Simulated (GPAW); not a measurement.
# GaN (Fm-3m) in GPAW: single point with PBE

Aim: the single point of GaN with PBE.

Everything below comes from runs of GPAW 26.7.0. Logs are shortened: lines on timing, memory, paths and dates and some standing lists are left out, and cuts for length are marked. The log counts tension as positive stress, the text compression.

## 1. Starting point

It takes space group Fm-3m (No. 225, cubic). The conventional cell has a = 4.270 Å, b = 4.270 Å, c = 4.270 Å, α = 90.00°, β = 90.00°, γ = 90.00°. Ga (site symmetry m-3m) is surrounded by 6 N at 2.14 Å. Around N (site symmetry m-3m) lie 6 Ga at 2.14 Å.

Measurements of this composition are mostly on another form, of space group No. 186.

## 2. Single point, PBE

Input file run.py:

```python
from ase.dft.bandgap import bandgap
from ase.io import read, write
from ase.units import GPa
from gpaw import GPAW, PW

atoms = read('POSCAR')

calc = GPAW(mode=PW(550),
            xc='PBE',
            kpts={'size': (9, 9, 9), 'gamma': True},
            occupations={'name': 'fermi-dirac', 'width': 0.05},
            nbands=11,
            maxiter=120,
            txt='gpaw.txt')
atoms.calc = calc
energy = atoms.get_potential_energy()
forces = atoms.get_forces()
stress = atoms.get_stress()
calc.write('gs.gpw')
write('result.traj', atoms)
print(f'Energy: {energy:.6f} eV')
print('Forces (eV/A):')
print(forces.round(4))
print('Stress (GPa):', (stress / GPa).round(3))
print('Fermi level:', round(calc.get_fermi_level(), 4), 'eV')
print(f'Gap: {bandgap(calc)[0]:.4f} eV, direct: {bandgap(calc, direct=True)[0]:.4f} eV')
```

Input file POSCAR:

```
GaN
1.0
    0.0000000000      2.1352350000      2.1352350000
    2.1352350000      0.0000000000      2.1352350000
    2.1352350000      2.1352350000      0.0000000000
Ga N
1 1
Direct
    0.0000000000      0.0000000000      0.0000000000
    0.5000000000      0.5000000000      0.5000000000
```

Potentials or basis: GPAW PAW data sets (gpaw-data 1.2.1), pw.

Run with:

```console
$ OMP_NUM_THREADS=1 python run.py
```

gpaw.txt:

```text
__  _  _
 | _ |_)|_||  |
 |__||  | ||/\| - 26.7.0

Input parameters:
  mode=PW(ecut=550.0),
  kpts=MonkhorstPack(size=(9, 9, 9), gamma=True),
  maxiter=120,
  nbands=11,
  occupations=Occupations(name='fermi-dirac', width=0.05),
  xc=XC(name='PBE')

Diagonalizing LCAO Hamiltonian
Converting LCAO to pw mode

              N

       Ga

Atoms  # Å, Bohr magnetons
|   | symbol |        x |        y |        z |    initial magnetic moments |
|---|--------|----------|----------|----------|-----------------------------|
| 0 |     Ga | 0.000000 | 0.000000 | 0.000000 | ( 0.0000,  0.0000,  0.0000) |
| 1 |      N | 2.135235 | 2.135235 | 2.135235 | ( 0.0000,  0.0000,  0.0000) |

Unit cell  # Å
| periodic |        x |        y |        z |  lengths |    angles |
|----------|----------|----------|----------|----------|-----------|
|      yes | 0.000000 | 2.135235 | 2.135235 | 3.019678 | 60.000000 |
|      yes | 2.135235 | 0.000000 | 2.135235 | 3.019678 | 60.000000 |
|      yes | 2.135235 | 2.135235 | 0.000000 | 3.019678 | 60.000000 |

Number of symmetries: 48
Symmetry operations  # r_c * U_cc + t_c -> r_c
|    | kind |            matrix            |
|----|------|------------------------------|
|  0 |  σ   |  1, 0, 0,  1, 0,-1,  1,-1, 0 |
|  1 |  C2  |  1, 0, 0,  1,-1, 0,  1, 0,-1 |
|  2 |  E   |  1, 0, 0,  0, 1, 0,  0, 0, 1 |
|  3 |  σ   |  1, 0, 0,  0, 0, 1,  0, 1, 0 |
|  4 |  C4  |  1, 0,-1,  1, 0, 0,  1,-1, 0 |
|  5 |  S6  |  1, 0,-1,  1,-1, 0,  1, 0, 0 |
|  6 |  σ   |  1, 0,-1,  0, 1,-1,  0, 0,-1 |
|  7 |  C3  |  1, 0,-1,  0, 0,-1,  0, 1,-1 |
|  8 |  S6  |  1,-1, 0,  1, 0, 0,  1, 0,-1 |
|  9 |  C4  |  1,-1, 0,  1, 0,-1,  1, 0, 0 |
| 10 |  C3  |  1,-1, 0,  0,-1, 1,  0,-1, 0 |
| 11 |  σ   |  1,-1, 0,  0,-1, 0,  0,-1, 1 |
| 12 |  σ   |  0, 1, 0,  1, 0, 0,  0, 0, 1 |
| 13 |  C4  |  0, 1, 0,  0, 1,-1, -1, 1, 0 |
| 14 |  C3  |  0, 1, 0,  0, 0, 1,  1, 0, 0 |
| 15 |  S6  |  0, 1, 0, -1, 1, 0,  0, 1,-1 |
| 16 |  C2  |  0, 1,-1,  1, 0,-1,  0, 0,-1 |
| 17 |  σ   |  0, 1,-1,  0, 1, 0, -1, 1, 0 |
| 18 |  S4  |  0, 1,-1,  0, 0,-1,  1, 0,-1 |
| 19 |  C4  |  0, 1,-1, -1, 1, 0,  0, 1, 0 |
| 20 |  C3  |  0, 0, 1,  1, 0, 0,  0, 1, 0 |
| 21 |  σ   |  0, 0, 1,  0, 1, 0,  1, 0, 0 |
| 22 |  S6  |  0, 0, 1,  0,-1, 1, -1, 0, 1 |
| 23 |  C4  |  0, 0, 1, -1, 0, 1,  0,-1, 1 |
| 24 |  S4  |  0, 0,-1,  1, 0,-1,  0, 1,-1 |
| 25 |  C3  |  0, 0,-1,  0, 1,-1,  1, 0,-1 |
| 26 |  C2  |  0, 0,-1,  0,-1, 0, -1, 0, 0 |
| 27 |  S6  |  0, 0,-1, -1, 0, 0,  0,-1, 0 |
| 28 |  S4  |  0,-1, 1,  1,-1, 0,  0,-1, 0 |
| 29 |  C4  |  0,-1, 1,  0, 0, 1, -1, 0, 1 |
| 30 |  C2  |  0,-1, 1,  0,-1, 0,  1,-1, 0 |
| 31 |  σ   |  0,-1, 1, -1, 0, 1,  0, 0, 1 |
| 32 |  C3  |  0,-1, 0,  1,-1, 0,  0,-1, 1 |
| 33 |  S6  |  0,-1, 0,  0, 0,-1, -1, 0, 0 |
| 34 |  S4  |  0,-1, 0,  0,-1, 1,  1,-1, 0 |
| 35 |  C2  |  0,-1, 0, -1, 0, 0,  0, 0,-1 |
| 36 |  C2  | -1, 1, 0,  0, 1, 0,  0, 1,-1 |
| 37 |  S6  | -1, 1, 0,  0, 1,-1,  0, 1, 0 |
| 38 |  S4  | -1, 1, 0, -1, 0, 1, -1, 0, 0 |
| 39 |  C3  | -1, 1, 0, -1, 0, 0, -1, 0, 1 |
| 40 |  S6  | -1, 0, 1,  0, 0, 1,  0,-1, 1 |
| 41 |  C2  | -1, 0, 1,  0,-1, 1,  0, 0, 1 |
| 42 |  C3  | -1, 0, 1, -1, 1, 0, -1, 0, 0 |
| 43 |  S4  | -1, 0, 1, -1, 0, 0, -1, 1, 0 |
| 44 |  C2  | -1, 0, 0,  0, 0,-1,  0,-1, 0 |
| 45 |  i   | -1, 0, 0,  0,-1, 0,  0, 0,-1 |
| 46 |  σ   | -1, 0, 0, -1, 1, 0, -1, 0, 1 |
| 47 |  C2  | -1, 0, 0, -1, 0, 1, -1, 1, 0 |

BZ-sampling:
  Number of BZ points: 729
  Number of IBZ points: 35

  Monkhorst-Pack size: [9, 9, 9]
  Monkhorst-Pack shift: [0, 0, 0]

K-points  # in reciprocal-cell coordinates
|     |                                coordinates |     weight |
|-----|--------------------------------------------|------------|
|   0 | (  0.00000000,   0.00000000,   0.00000000) | 0.00137174 |
|   1 | (  0.11111111,   0.11111111,   0.00000000) | 0.00823045 |
|   2 | (  0.11111111,   0.11111111,   0.11111111) | 0.01097394 |
|   3 | (  0.22222222,   0.11111111,   0.11111111) | 0.01646091 |
|   4 | (  0.22222222,   0.22222222,   0.00000000) | 0.00823045 |
|   5 | (  0.22222222,   0.22222222,   0.11111111) | 0.03292181 |
|   6 | (  0.22222222,   0.22222222,   0.22222222) | 0.01097394 |
|   7 | (  0.33333333,   0.22222222,   0.11111111) | 0.03292181 |
|   8 | (  0.33333333,   0.22222222,   0.22222222) | 0.03292181 |
|   9 | (  0.33333333,   0.33333333,  -0.33333333) | 0.01646091 |
| ... |                                            |            |
|  34 | (  0.44444444,   0.44444444,   0.44444444) | 0.01097394 |

Plane wave coefficients: 579
Cutoff: 550.0 eV

Spin-components: 1 (collinear spins)
Bands:           11
Projectors:      10
Spin-degeneracy: 2
Datatype:        complex128

Parallelization:
  kpt:    1
  domain: 1
  band:   1

Density:
  Valence electrons: 8.0
  Components: 1
  Grid points: [18 18 18]
  Charge: 0.0  # |e|

Potential:
  Grid points: [18 18 18]

species:
  Ga:
    name:    Gallium
    Z:       31.0
    valence: 3
    core:    28
    charge:  0.0  # [|e|]
    compensation charges:
      type: gauss
      rc: 0.37  # [Å]
      lmax: 2
    cutoffs:
      filter: 2.06  # [Å]
      core: 4.17  # [Å]
    projectors
    | kind |    occ | energy [eV] | rcut [Å] |
    |------|--------|-------------|----------|
    |   4s |  2.000 |      -8.945 |    1.164 |
    |   4p |  1.000 |      -2.580 |    1.164 |
    |    s |        |      18.266 |    1.164 |
    |    p |        |      24.631 |    1.164 |
    |    d |        |       0.000 |    1.164 |

    Using partial waves for Ga as LCAO basis

  N:
    name:    Nitrogen
    Z:       7.0
    valence: 5
    core:    2
    charge:  0.0  # [|e|]
    compensation charges:
      type: gauss
      rc: 0.18  # [Å]
      lmax: 2
    cutoffs:
      filter: 1.11  # [Å]
      core: 0.96  # [Å]
    projectors
    | kind |    occ | energy [eV] | rcut [Å] |
    |------|--------|-------------|----------|
    |   2s |  2.000 |     -18.583 |    0.603 |
    |   2p |  3.000 |      -7.089 |    0.529 |
    |    s |        |       8.629 |    0.603 |
    |    p |        |      20.123 |    0.529 |
    |    d |        |       0.000 |    0.577 |

    Using partial waves for N as LCAO basis

Reference energy: -54366.393033  # eV

eigensolver:
  PPCG
  Converge bands: occupied
  niter=2

density mixing:
  MSR1-Mixer
  Pratt-step length: 0.05
  Maximum mixing coefficient: 0.75
  Old densities: 10
  SVD Regularization: 0.005
  Good broyden scale: 1.0
  Trust region scale: 1.0
  Backstep threshold: 4.0
  History deletion threshold: 6.0
  Fourier metric: weight=20.0, sigma=0.015

occupation numbers:
  Fermi-Dirac:
    width: 0.0500  # eV

poisson solver:
  ecut: 4400.0  # eV

xc functional:
  name: PBE with 2 nearest neighbor stencil

convergence criteria:
- Maximum [total energy] change in last 3 cyles: 0.0005 eV / valence electron
- Maximum integral of absolute [dens]ity change: 0.0001 electrons / valence electron
- Maximum integral of absolute [eigenst]ate change: 4e-08 eV^2 / valence electron
maximum number of iterations: 120

SCF iterations
|iter     | |      energy | eigst |  dens |
|---------|-|-------------|-------|-------|
|iter:   1| |  -12.581487 | -0.29 |       |
|iter:   2| |  -12.179347 | -2.14 | -0.60 |
|iter:   3| |  -11.042535 | -0.90 | -0.65 |
|iter:   4| |  -11.038406 | -3.40 | -1.34 |
|iter:   5| |  -11.038057 | -3.79 | -1.63 |
|iter:   6| |  -11.038083c| -5.83 | -2.86 |
|iter:   7| |  -11.038091c| -6.26 | -3.21 |
|iter:   8| |  -11.038091c| -8.11c| -4.46c|

Converged in 8 steps
Energy contributions relative to reference atoms: (reference = -54366.393033)

Energy contributions:
  Kinetic:          18.967780
  Coulomb:         -14.638982
  Zero:              0.015935
  External:          0.000000
  Xc:              -15.382802
  Entropy:          -0.000046
  Spinorbit:         0.000000
  ----------------------------
  Free energy:     -11.038115
  Extrapolated:    -11.038091

dipole moment: (-10.745986, -10.745986, -10.745986)  # |e|*Ang

Fermi level: 9.231
Eigenvalues  # (at kpt = [0.000, 0.000, 0.000])
| band index |      eig [eV] | occ [0-2] |
|------------|---------------|-----------|
|          0 |        -8.136 |     2.000 |
|          1 |         8.501 |     2.000 |
|          2 |         8.501 |     2.000 |
|          3 |         8.501 |     2.000 |
|          4 |        10.752 |     0.000 |
|          5 |        22.730 |     0.000 |
|          6 |        22.730 |     0.000 |
|          7 |        22.730 |     0.000 |
|          8 |        24.301 |     0.000 |
|          9 |        24.301 |     0.000 |
|         10 |        24.301 |     0.000 |

Gap: 0.637 eV
Transition (v -> c):
  (s=0, k=8, n=3, [0.33, 0.22, 0.22]) -> (s=0, k=30, n=4, [0.44, 0.44, 0.00])
Direct/indirect transitions are different
Direct gap: 2.251 eV
Transition at: (s=0, k=0, n=3, [0.00, 0.00, 0.00])

Forces  # eV/Ang
|        x |        y |       z |
|----------|----------|---------|
|  0.00000 | -0.00000 | 0.00000 |  # Ga   0
| -0.00000 |  0.00000 | 0.00000 |  # N    1

Stress tensor  # eV/Ang^3
|         x |         y |         z |
|-----------|-----------|-----------|
|  0.057259 | -0.000000 | -0.000000 |
| -0.000000 |  0.057259 |  0.000000 |
| -0.000000 |  0.000000 |  0.057259 |

# Writing to gs.gpw (mode='')
```

Run time: 4.6 s. Hardware: 1 thread of INTEL XEON PLATINUM 8581C at 2.30GHz (Emerald Rapids), shared host; peak memory 0.13 GiB.

The run converged, but some of its settings lie outside the range that counts as converged, so its numbers aren't taken as properties of the crystal.

Results:

- Free energy: -11.0381 eV
- Pressure: -9.2 GPa
- Band gap on the k mesh: 0.64 eV, indirect (least direct gap 2.25 eV)

Caveat: the cutoff is short for stress and forces, so pressures can be off by a GPa or more; an odd mesh through Γ misses points on the zone boundary, where band edges often lie.
